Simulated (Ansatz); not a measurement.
The system is I.

```xyz
1
Lattice="0.0000 2.3656 3.9098 2.1922 0.0000 3.9098 2.1922 2.3656 0.0000" Properties=species:S:1:pos:R:3 pbc="T T T"
I     0.0000    0.0000    0.0000
```

```yaml
Program: Ansatz 0.2.0
Task: relaxation of cell and atoms
Functional: revPBE
Dispersion: D3(BJ)
Potentials_or_basis: all-electron LAPW, scalar-relativistic
Basis_error_allowed: 0.001 eV/atom
k_mesh: 9 × 9 × 9
Occupations: fermi-dirac, width 0.05 eV
Spin: no spin polarisation
```

At the start: volume 40.55 Å³/atom.

Q: Where does the relaxation end?

A: Over 9 steps the energy falls by 23.4 meV/atom and the volume is 36.08 Å³/atom (-11.0 %); space group Fmmm (No. 69, to 0.05 Å).

Step by step:
```tsv
step	energy change (eV)	largest force (eV/Å)	volume (Å³)
1	0.0000	0.0000	40.55
2	-0.0132	0.0000	38.59
3	-0.0221	0.0000	36.31
4	-0.0226	0.0000	36.05
5	-0.0233	0.0000	36.17
6	-0.0233	0.0000	36.13
7	-0.0233	0.0000	36.10
8	-0.0233	0.0000	36.08
9	-0.0234	0.0000	36.08
```

Final structure:
```xyz
1
Lattice="0.0000 2.2695 3.5474 2.2410 0.0000 3.5474 2.2410 2.2695 0.0000" Properties=species:S:1:pos:R:3 pbc="T T T"
I     0.0000    0.0000    0.0000
```
